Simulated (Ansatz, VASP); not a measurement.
# Two plane-wave programs on GaAs

```
Ga As
1.0
     3.75865    0.00000    0.00000
     0.00000    3.75865    0.00000
     0.00000    0.00000    2.70189
Ga As
1 1
Cartesian
  1.8793 1.8793 1.3509
  0.0000 0.0000 1.3509
```

Change from the starting cell: volume scaled by 0.96.

Alike in both runs: task single point; functional PBE; k mesh 7 × 7 × 10; occupations fermi-dirac, width 0.05 eV; no spin polarisation.

|  | VASP | Ansatz |
| --- | --- | --- |
| version | VASP 6.6.1 | Ansatz 0.2.0 |
| potentials or method | VASP PAW PBE potentials, release 64 (Ga_d, As) | Ansatz PAW |
| plane-wave cutoff (eV) | 520 | 420 |
| valence electrons in the cell | 18 | 28 |

|  | VASP | Ansatz | Ansatz less VASP |
| --- | --- | --- | --- |
| gap on the k mesh at the Fermi level (eV) | none | none | - |
| pressure (GPa) | 3.3 | 3.1 | -0.20 |
| largest component of the traceless stress (GPa) | 3.43 | 3.39 | -0.040 |

A gap of «none» marks a metal or a gap that the smearing closes. The two sets of potentials don't hold the same shells in valence.
